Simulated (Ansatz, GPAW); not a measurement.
Given: the input of a run of Ansatz 0.2.0 on CdS (Hawleyite). 

Contents of input.yaml:

```yaml
crystal:
  lattice:
    - [0.0, 2.9165, 2.9165]
    - [2.9165, 0.0, 2.9165]
    - [2.9165, 2.9165, 0.0]
  atoms:
    - { symbol: Cd, position: [0.0, 0.0, 0.0] }
    - { symbol: S, position: [0.75, 0.75, 0.75] }
kpoints:
  mp_grid: { grid: [8, 8, 8] }
scf:
  occupations: { method: gaussian, width: 0.03 }
hamiltonian:
  xc: pbe
  pseudopotentials: { kind: all_electron, lapw: { basis_error: 0.001 } }
output:
  forces: true
  stress: true
  eigenvalues: true
```

Potentials or basis: all-electron LAPW, scalar-relativistic.

Run with:

```sh
$ ansatz run input.yaml --threads 1 --pin off --max-ram 3072MiB --backend cpu --events-out ev --progress --plain --runs-dir out
```

**Question.** What does the same run look like in GPAW 26.7.0 (ASE script)? Potentials or basis there: GPAW PAW data sets (gpaw-data 1.2.1), cutoff 600 eV.

**Answer.** As run (cutoffs and basis follow the program's own potentials, and thresholds, step limits or extra output files can differ):

run.py

```python
from ase import Atoms
from ase.dft.bandgap import bandgap
from ase.io import write
from ase.units import GPa
from gpaw import GPAW, PW

atoms = Atoms(['Cd', 'S'],
              cell=[[0.0, 2.9165, 2.9165],
                    [2.9165, 0.0, 2.9165],
                    [2.9165, 2.9165, 0.0]],
              scaled_positions=[[0.0, 0.0, 0.0],
                                [0.75, 0.75, 0.75]],
              pbc=True)

calc = GPAW(mode=PW(600),
            xc='PBE',
            kpts={'size': (8, 8, 8), 'gamma': True},
            occupations={'name': 'methfessel-paxton', 'order': 0, 'width': 0.03},
            nbands=18,
            convergence={'density': 1e-05, 'energy': 1e-05},
            maxiter=150,
            txt='gpaw.txt')
atoms.calc = calc
energy = atoms.get_potential_energy()
forces = atoms.get_forces()
stress = atoms.get_stress()
calc.write('gs.gpw')
write('result.traj', atoms)
print(f'Energy: {energy:.6f} eV')
print('Forces (eV/A):')
print(forces.round(4))
print('Stress (GPa):', (stress / GPa).round(3))
print('Fermi level:', round(calc.get_fermi_level(), 4), 'eV')
print(f'Gap: {bandgap(calc)[0]:.4f} eV, direct: {bandgap(calc, direct=True)[0]:.4f} eV')
```

Potentials or basis: GPAW PAW data sets (gpaw-data 1.2.1), pw.

Run with:

```bash
$ OMP_NUM_THREADS=1 python run.py
```

Both were run:

|  | Ansatz | GPAW |
| --- | --- | --- |
| Pressure | 2.9 GPa | 2.6 GPa |

Where Ansatz's input types no cutoff or centring, it takes its own default and a Γ-centred mesh.

Pressure is positive in compression.
